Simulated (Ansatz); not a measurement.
Level of theory: Ansatz 0.2.0, DFT PBE, scalar-relativistic, plane waves, PAW. Settings: cutoff 420 eV, Γ-centred meshes spaced at most about 0.3 Å⁻¹, and about 0.25 Å⁻¹ or finer for metals (2π included), Gaussian smearing. No spin polarisation.

All energies are static (0 K, no zero-point motion).

Two forms of Sn4Se3 were relaxed alike.

A.

```yaml
crystal:
  lattice:
    - [6.02398, 0.00000, 0.00000]
    - [0.00000, 6.02398, 0.00000]
    - [0.00000, 0.00000, 6.02398]
  atoms:
    - { symbol: Sn, position: [0.69674, 0.69674, 0.69674] }
    - { symbol: Sn, position: [0.30326, 0.30326, 0.69674] }
    - { symbol: Sn, position: [0.30326, 0.69674, 0.30326] }
    - { symbol: Sn, position: [0.69674, 0.30326, 0.30326] }
    - { symbol: Se, position: [0.00000, 0.00000, 0.50000] }
    - { symbol: Se, position: [0.50000, 0.00000, 0.00000] }
    - { symbol: Se, position: [0.00000, 0.50000, 0.00000] }
```

B.

```yaml
crystal:
  lattice:
    - [5.98343, 0.00000, 0.00000]
    - [0.00000, 5.98343, 0.00000]
    - [0.00000, 0.00000, 5.98343]
  atoms:
    - { symbol: Sn, position: [0.00000, 0.00000, 0.00000] }
    - { symbol: Sn, position: [0.50000, 0.00000, 0.50000] }
    - { symbol: Sn, position: [0.50000, 0.50000, 0.00000] }
    - { symbol: Sn, position: [0.00000, 0.50000, 0.50000] }
    - { symbol: Se, position: [0.50000, 0.00000, 0.00000] }
    - { symbol: Se, position: [0.00000, 0.50000, 0.00000] }
    - { symbol: Se, position: [0.00000, 0.00000, 0.50000] }
```

Task: Which form is favoured at zero pressure, and by what margin per atom?

Result: A is lower, by 8 meV/atom. A has space group P-43m (No. 215), 31.2 Å³/atom and no gap on its mesh; B has space group Pm-3m (No. 221), 30.6 Å³/atom and no gap. Counting Se atoms around Sn (those within 1.25 times the shortest such distance or 1.15 times the sum of covalent radii, 1.27 where that leaves under three; a slash parts the counts of unlike sites), A has Sn 3 and B has Sn 4/6. In A, Sn has 3 Se at 2.84 Å and 3 Sn at 3.35 Å; Se has 4 Sn at 2.84 Å. In B, Sn on a site of symmetry m-3m has 6 Se at 2.99 Å; around Sn on a site of symmetry 4/mmm lie 4 Se at 2.99 Å; Se is surrounded by 6 Sn at 2.99 Å. Both come from invented guesses. The lowest form computed isn't among them: it has space group P4/nmm (No. 129), 28.5 Å³/atom and lies 107 meV/atom below the best shown.

The k mesh leaves some 4 meV/atom of noise in the energy of each metallic cell. Cells relaxed within their symmetry can be saddle points. Some types were kept out of the candidates beforehand, so the set may lack a known form.
